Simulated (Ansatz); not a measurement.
# C (Fd-3m) in Ansatz: a series of runs

One crystal, C, is run at these levels: PBE+D3(BJ); tasks: single point, equation of state.

Program: Ansatz 0.2.0. These are calculated values, not measurements. Logs are shortened: lines on timing, memory, paths and dates and some standing lists are left out, and cuts for length are marked.

**Measured values to compare with.**

From “Equation of state of cubic boron nitride at high pressures and temperatures”, 2007, arxiv:cond-mat/0702656, for a bulk crystal of C: bulk modulus 442 ± 5 GPa.

How close the calculation comes is told below.

**1. Starting point**

Symmetry: Fd-3m, No. 227, cubic system. Conventional cell: a = 3.567 Å, b = 3.567 Å, c = 3.567 Å, α = 90.00°, β = 90.00°, γ = 90.00°. Around C (site symmetry -43m) lie 4 C at 1.54 Å.

This isn't the form of C at room conditions, which is graphite.

**2. Single point, PBE+D3(BJ), 5.33 Å³/atom (volume scaled by 0.94)**

Input file input.yaml:

```yaml
crystal:
  lattice:
    - [0.0, 1.7469644787, 1.7469644787]
    - [1.7469644787, 0.0, 1.7469644787]
    - [1.7469644787, 1.7469644787, 0.0]
  atoms:
    - { symbol: C, position: [0.75, 0.75, 0.75] }
    - { symbol: C, position: [0.5, 0.5, 0.5] }
hamiltonian:
  xc: pbe
  pseudopotentials: { kind: paw }
  dispersion: d3bj
kpoints:
  mp_grid: { grid: [13, 13, 13] }
scf:
  occupations: { method: fermi_dirac, width: 0.05 }
output:
  forces: true
  stress: true
  eigenvalues: true
```

Potentials or basis: Ansatz PAW.

The run is started by

```console
$ ansatz run input.yaml --threads 2 --pin off --max-ram 5120MiB --backend cpu --events-out ev --progress --plain --runs-dir out
```

Standard output:

```text
Warning: RAYON_NUM_THREADS=2 ignored (pool sized by the plan → 2); use --threads N
Engine: ansatz 0.2.0, x86_64-unknown-linux-gnu
Pseudopotentials: kind: paw
Pseudopotential: C, paw, valence charge 4, recommended cutoff 420 eV (normal), C.paw.azcp
Functional definition: PBE
  parameter kappa = 0.804
  parameter beta = 0.06672455060314922
  exchange = pbe_x(kappa = kappa, mu = beta*pi^2/3)
  correlation = pbe_c(beta = beta)
Crystal: 2 atoms, lattice volume = 10.663 Å³
Basis set: ecut = 420 eV, 181 PW (Γ), exchange–correlation on 36×36×36 points (8 copies of the dense FFT grid, shifted against one another)
Bands: 8, of which v1, the nominal top of the filled ones, is band 4 counted from 1 (3 counted from 0)
Symmetry: 48 space group operations
Space group: Fd-3m (ITA 227), of the structure as read, at distance tolerance 2.2e-5 Å
k-points: 84 of 2197
Non-local potential: C, projectors of the file, l = 0: 2, l = 1: 2, l = 2: 1
PAW form: soft (Blöchl's): semilocal exchange-correlation on the pseudo side does not see the compensation charge
PAW one-centre angular grid: C, 110 points (default); XC on 64 Gauss nodes
Initial density: superposition of atomic densities (neutral atoms: chi_scale 0, normalization atom), corrected by the library's trained network
Initial wavefunctions: pseudopotential atomic-orbital guess
Functional: x = pbe(κ = 0.804, μ = 0.2195149727645171), c = pbe(β = 0.06672455060314922)
SCF iter   1: F=—  HF=-501.953009 eV  |F-HF|=—  |Δ(HF+E_count)|=         —  Δρ=2.86e-3  dr2=2.99e-4  ethr=1.77e-3  ⟨swp⟩=4.7  Hψ=4343  notcnv=0
preconditioner: auto → none  [insulator: Δε(μ)=4.282 eV  Ē_g=20.556 eV  σ=0.050 eV  W_gap=1.00  n_scr=0 (ndim 8)  ℏωp=32.2 eV  f_vac=0.000  D(μ)=0.00/eV (n_scr^D=0)  ε∞_Penn≈3.4]
SCF iter   2: F=—  HF=-501.953161 eV  |F-HF|=—  |Δ(HF+E_count)|=   1.52e-4  Δρ=1.23e-3  dr2=3.73e-5  ethr=3.74e-6  ⟨swp⟩=2.4  Hψ=1661  notcnv=0
SCF iter   3: F=—  HF=-501.953240 eV  |F-HF|=—  |Δ(HF+E_count)|=   7.95e-5  Δρ=2.24e-4  dr2=9.66e-7  ethr=4.66e-7  ⟨swp⟩=2.6  Hψ=1032  notcnv=0
iter 4 did not close the SCF: its close was put off for the readings that it lacked (scf_convergence_deferred on its scf_iter line)
SCF iter   4: F=-501.953243 eV  HF=-501.953243 eV  |F-HF|=1.79e-9  |Δ(HF+E_count)|=   3.06e-6  Δρ=1.15e-5  dr2=7.91e-9  ethr=1.21e-8  ⟨swp⟩=2.4  Hψ=979  notcnv=0
iter 5 did not close the SCF: its close was put off for the readings that it lacked (scf_convergence_deferred on its scf_iter line)
SCF iter   5: F=-501.953243 eV  HF=-501.953243 eV  |F-HF|=1.43e-10  |Δ(HF+E_count)|=   3.01e-9  Δρ=1.21e-6  dr2=4.68e-11  ethr=9.89e-11  ⟨swp⟩=2.5  Hψ=984  notcnv=0
SCF iter   6: F=-501.953243 eV  HF=-501.953243 eV  |F-HF|=3.41e-13  |Δ(HF+E_count)|=  1.65e-10  Δρ=4.48e-8  dr2=1.12e-13  ethr=1.00e-12  ⟨swp⟩=1.0  Hψ=1960  notcnv=0
SCF 1 converged in 6 iterations: F = -501.953243 eV  dr2 = 1.12e-13
SCF converged after 6 iterations
Free energy (F): -501.953243 eV
Harris-Foulkes:  -501.953243 eV  (|F-HF|=3.41e-13)
Internal energy: -501.953243 eV  (E = F + TS)
E sigma→0 (E₀):  -501.953243 eV
Fermi energy:    16.582499 eV
--- Per-component energies (eV) ---
  E_band       = 40.735588
  E_kinetic    = 188.916137
  E_local      = -117.901135  (includes V_loc(G=0)·N_el)
  E_nonlocal   = 54.121520
  E_hartree    = 25.918256
  E_xc         = -98.557870
  E_vxc        = -122.435817  (∫ρ·V_xc dr)
  E_paw        = -198.830490  (= ΣΔE_a)
  E_vpaw       = -13.801646  (= ΣTr[D̂ρ^β])
  E_aug_tail   = 0.000013  (compensation charges beyond the density's cutoff)
  E_ewald      = -355.212636
  E_disp       = -0.407040  (pairwise vdW)
  E_smearing   = -0.000000  (= −TS)
  E_closure    = 0.000000  (closes the sum)
  Σ components = -501.953243   (vs F -501.953243, Δ=0.00e0)
--- Forces (eV/Å), atoms counted from 1 ---
  atom   1  C      0.00000000     0.00000000     0.00000000
  atom   2  C      0.00000000    -0.00000000     0.00000000
  max |Σ_I F_I| component: 1.11e-16 eV/Å
--- Stress (GPa, compression-positive) ---
       26.106780       0.000000       0.000000
       -0.000000      26.106780       0.000000
        0.000000       0.000000      26.106780
  P = ⅓ Tr σ = 26.1068 GPa (261.068 kbar)
--- Band table (eV; the first three rows and the last of 84) ---
  k-point 0: bands = ["-7.8684", "14.4610", "14.4610", "14.4610", "20.2280", "20.2280", "20.2280", "29.1770"]
  k-point 1: bands = ["-7.6976", "13.3392", "14.1616", "14.1616", "20.6182", "20.6182", "20.9194", "29.2779"]
  k-point 2: bands = ["-7.1867", "10.9653", "13.4917", "13.4917", "21.4976", "21.4976", "22.0813", "29.5650"]
  k-point 83: bands = ["1.2877", "2.7977", "5.2553", "6.2829", "24.8984", "25.1112", "27.3516", "28.6113"]
```

Wall time 0.65 s (2 threads of Intel Xeon Platinum 8259CL at 2.50GHz (Skylake/Cascade Lake), shared host); peak memory 0.49 GiB.

Results:

```
Free energy            : -501.9532 eV
Pressure               : 26.1 GPa
Band gap on the k mesh : 4.29 eV, indirect (least direct gap 5.77 eV)
```

Caveat: odd divisions of the mesh miss points on the zone boundary, where band edges often lie, so the gap on the mesh can be too wide; the pressure holds a Pulay correction of +1.0 GPa for the finite cutoff.

**3. Single point, PBE+D3(BJ), 5.44 Å³/atom (volume scaled by 0.96)**

Changes to input.yaml since step 2:

```diff
@@ -2,5 +2,5 @@
   lattice:
-    - [0.0, 1.7469644787, 1.7469644787]
-    - [1.7469644787, 0.0, 1.7469644787]
-    - [1.7469644787, 1.7469644787, 0.0]
+    - [0.0, 1.7592674508, 1.7592674508]
+    - [1.7592674508, 0.0, 1.7592674508]
+    - [1.7592674508, 1.7592674508, 0.0]
   atoms:
```

Potentials or basis: Ansatz PAW.

The run is started by

```console
$ ansatz run input.yaml --threads 2 --pin off --max-ram 5120MiB --backend cpu --events-out ev --progress --plain --runs-dir out
```

Run time: 0.7 s. Hardware: 2 threads of Intel Xeon Platinum 8259CL at 2.50GHz (Skylake/Cascade Lake), shared host; peak memory 0.5 GiB.

It converged, with:

* Free energy: -501.9825 eV
* Pressure: 15.3 GPa
* Band gap on the k mesh: 4.24 eV, indirect (least direct gap 5.71 eV)

Caveat: odd divisions of the mesh miss points on the zone boundary, where band edges often lie, so the gap on the mesh can be too wide; the pressure holds a Pulay correction of +1.0 GPa for the finite cutoff.

**4. Single point, PBE+D3(BJ), 5.56 Å³/atom (volume scaled by 0.98)**

Changes to input.yaml since step 3:

```diff
@@ -2,5 +2,5 @@
   lattice:
-    - [0.0, 1.7592674508, 1.7592674508]
-    - [1.7592674508, 0.0, 1.7592674508]
-    - [1.7592674508, 1.7592674508, 0.0]
+    - [0.0, 1.7714007132, 1.7714007132]
+    - [1.7714007132, 0.0, 1.7714007132]
+    - [1.7714007132, 1.7714007132, 0.0]
   atoms:
@@ -20 +20,5 @@
   eigenvalues: true
+  write_density: true
+  write_potential: true
+  elf: true
+  volumetric_format: npy
```

The run is started by

```console
$ ansatz run input.yaml --threads 2 --pin off --max-ram 5120MiB --backend cpu --events-out ev --progress --plain --runs-dir out
```

Wall time 0.86 s (2 threads of Intel Xeon Platinum 8259CL at 2.50GHz (Skylake/Cascade Lake), shared host); peak memory 0.5 GiB.

Results (log left out):

| Property | Result |
| --- | --- |
| Free energy | -501.9969 eV |
| Pressure | 5.4 GPa |
| Band gap on the k mesh | 4.20 eV, indirect (least direct gap 5.65 eV) |

Caveat: odd divisions of the mesh miss points on the zone boundary, where band edges often lie, so the gap on the mesh can be too wide; the pressure holds a Pulay correction of +1.0 GPa for the finite cutoff.

**5. Single point, PBE+D3(BJ), 5.67 Å³/atom**

Input file input.yaml:

```yaml
crystal:
  lattice:
    - [0.0, 1.78337, 1.78337]
    - [1.78337, 0.0, 1.78337]
    - [1.78337, 1.78337, 0.0]
  atoms:
    - { symbol: C, position: [0.75, 0.75, 0.75] }
    - { symbol: C, position: [0.5, 0.5, 0.5] }
hamiltonian:
  xc: pbe
  pseudopotentials: { kind: paw }
  dispersion: d3bj
kpoints:
  mp_grid: { grid: [13, 13, 13] }
scf:
  occupations: { method: fermi_dirac, width: 0.05 }
output:
  forces: true
  stress: true
  eigenvalues: true
```

The run is started by

```console
$ ansatz run input.yaml --threads 2 --pin off --max-ram 5120MiB --backend cpu --events-out ev --progress --plain --runs-dir out
```

Run time: 0.6 s. Hardware: 2 threads of Intel Xeon Platinum 8259CL at 2.50GHz (Skylake/Cascade Lake), shared host; peak memory 0.49 GiB.

It converged, with:

```
Free energy            : -501.9982 eV
Pressure               : -3.6 GPa
Band gap on the k mesh : 4.15 eV, indirect (least direct gap 5.59 eV)
```

Caveat: odd divisions of the mesh miss points on the zone boundary, where band edges often lie, so the gap on the mesh can be too wide; the pressure holds a Pulay correction of +1.0 GPa for the finite cutoff.

**6. Single point, PBE+D3(BJ), 5.79 Å³/atom (volume scaled by 1.02)**

Changes to input.yaml since step 5:

```diff
@@ -2,5 +2,5 @@
   lattice:
-    - [0.0, 1.78337, 1.78337]
-    - [1.78337, 0.0, 1.78337]
-    - [1.78337, 1.78337, 0.0]
+    - [0.0, 1.7951807415, 1.7951807415]
+    - [1.7951807415, 0.0, 1.7951807415]
+    - [1.7951807415, 1.7951807415, 0.0]
   atoms:
```

Potentials or basis: Ansatz PAW.

The run is started by

```console
$ ansatz run input.yaml --threads 2 --pin off --max-ram 5120MiB --backend cpu --events-out ev --progress --plain --runs-dir out
```

Run time: 0.54 s. Hardware: 2 threads of Intel Xeon Platinum 8259CL at 2.50GHz (Skylake/Cascade Lake), shared host; peak memory 0.49 GiB.

The run converged. Its results:

```
Free energy            : -501.9872 eV
Pressure               : -11.8 GPa
Band gap on the k mesh : 4.11 eV, indirect (least direct gap 5.54 eV)
```

Caveat: odd divisions of the mesh miss points on the zone boundary, where band edges often lie, so the gap on the mesh can be too wide; the pressure holds a Pulay correction of +1.0 GPa for the finite cutoff.

**7. Single point, PBE+D3(BJ), 5.90 Å³/atom (volume scaled by 1.04)**

Changes to input.yaml since step 6:

```diff
@@ -2,5 +2,5 @@
   lattice:
-    - [0.0, 1.7951807415, 1.7951807415]
-    - [1.7951807415, 0.0, 1.7951807415]
-    - [1.7951807415, 1.7951807415, 0.0]
+    - [0.0, 1.806838086, 1.806838086]
+    - [1.806838086, 0.0, 1.806838086]
+    - [1.806838086, 1.806838086, 0.0]
   atoms:
```

The run is started by

```console
$ ansatz run input.yaml --threads 2 --pin off --max-ram 5120MiB --backend cpu --events-out ev --progress --plain --runs-dir out
```

Run time: 0.75 s. Hardware: 2 threads of Intel Xeon Platinum 8259CL at 2.50GHz (Skylake/Cascade Lake), shared host; peak memory 0.49 GiB.

It converged, with:

| Quantity | Value |
| --- | --- |
| Free energy | -501.9652 eV |
| Pressure | -19.2 GPa |
| Band gap on the k mesh | 4.07 eV, indirect (least direct gap 5.49 eV) |

Caveat: odd divisions of the mesh miss points on the zone boundary, where band edges often lie, so the gap on the mesh can be too wide; the pressure holds a Pulay correction of +1.0 GPa for the finite cutoff.

**8. Single point, PBE+D3(BJ), 6.01 Å³/atom (volume scaled by 1.06)**

Changes to input.yaml since step 7:

```diff
@@ -2,5 +2,5 @@
   lattice:
-    - [0.0, 1.806838086, 1.806838086]
-    - [1.806838086, 0.0, 1.806838086]
-    - [1.806838086, 1.806838086, 0.0]
+    - [0.0, 1.8183469191, 1.8183469191]
+    - [1.8183469191, 0.0, 1.8183469191]
+    - [1.8183469191, 1.8183469191, 0.0]
   atoms:
```

The run is started by

```console
$ ansatz run input.yaml --threads 2 --pin off --max-ram 5120MiB --backend cpu --events-out ev --progress --plain --runs-dir out
```

Run time: 0.7 s. Hardware: 2 threads of Intel Xeon Platinum 8259CL at 2.50GHz (Skylake/Cascade Lake), shared host; peak memory 0.49 GiB.

It converged, with:

| Property | Result |
| --- | --- |
| Free energy | -501.9330 eV |
| Pressure | -26.0 GPa |
| Band gap on the k mesh | 4.03 eV, indirect (least direct gap 5.44 eV) |

Caveat: odd divisions of the mesh miss points on the zone boundary, where band edges often lie, so the gap on the mesh can be too wide; the pressure holds a Pulay correction of +1.0 GPa for the finite cutoff.

**9. Equation of state, PBE+D3(BJ)**

Potentials or basis: Ansatz PAW.

No new run: the results of the series are fitted here.

What came out:

```
Equilibrium volume                      : 5.63 Å³/atom
Bulk modulus                            : 442 GPa
Pressure derivative of the bulk modulus : 3.6
```

Energy against volume, from the lowest point:
| volume (Å³/atom) | energy (meV/atom) |
| --- | --- |
| 5.332 | 22.46 |
| 5.445 | 7.85 |
| 5.558 | 0.62 |
| 5.672 | 0.00 |
| 5.785 | 5.50 |
| 5.899 | 16.50 |
| 6.012 | 32.56 |

**10. Against experiment**

Step 9. A measured bulk modulus of C is 442 GPa (quoted in “Equation of state of cubic boron nitride at high pressures and temperatures”, 2007, arxiv:cond-mat/0702656); the calculated 442 GPa misses it by -0.1 %. 3 values of this kind are on record (442 to 444.8 GPa); this one was drawn at random among those near their median, those with a stated uncertainty first. The fit is for a static lattice scaled at fixed shape and fixed fractional positions. The cell as given is a measured one (5.67 Å³/atom); PBE+D3(BJ) puts the equilibrium volume -0.8 % from it, thermal expansion not counted.
